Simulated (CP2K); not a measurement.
Crystal: TiO.

```
CELL_PARAMETERS angstrom
3.00939 0.00000 0.00000
0.00000 3.00939 0.00000
0.00000 0.00000 3.68042
ATOMIC_POSITIONS crystal
Ti 0.00000 0.00000 0.00000
O 0.00000 0.00000 0.50000
```

The cell was built by a generator and needn't be a form met in nature.

```yaml
Program: CP2K 2026.2
Task: relaxation of cell and atoms
Functional: LDA
Potentials_or_basis: GTH_POTENTIALS Ti GTH-PADE-q12, O GTH-PADE-q6; TZVP-MOLOPT-PBE-GTH basis
Density_cutoff: 8163 eV
k_mesh: 7 × 7 × 6
Occupations: fermi-dirac, width 0.01 eV
Spin: no spin polarisation
```

At the start: pressure -7.0 GPa; volume 16.67 Å³/atom.

**Question.** Where does the relaxation end?

**Answer.** Over 9 steps the energy falls by 31.4 meV/atom and the volume is 15.01 Å³/atom (-10.0 %); space group P4/mmm (No. 123, to 0.05 Å).

The path:
```tsv
step	energy change (eV)	largest force (eV/Å)	volume (Å³)
1	0.0000	0.0000	33.33
2	-0.0062	0.0000	33.20
3	-0.0329	0.0000	31.94
4	-0.0349	0.0000	31.94
5	-0.0537	0.0000	31.24
6	-0.0610	0.0000	30.38
7	-0.0626	0.0000	30.06
8	-0.0628	0.0000	30.01
9	-0.0628	0.0000	30.01
```

Final structure:
```
CELL_PARAMETERS angstrom
2.87397 0.00000 0.00000
0.00000 2.87397 0.00000
0.00000 0.00000 3.63374
ATOMIC_POSITIONS crystal
Ti 0.00000 0.00000 0.00000
O 0.00000 0.00000 0.50000
```

Caveat: the basis of atomic orbitals isn't converged, which shifts pressures, moduli and gaps.
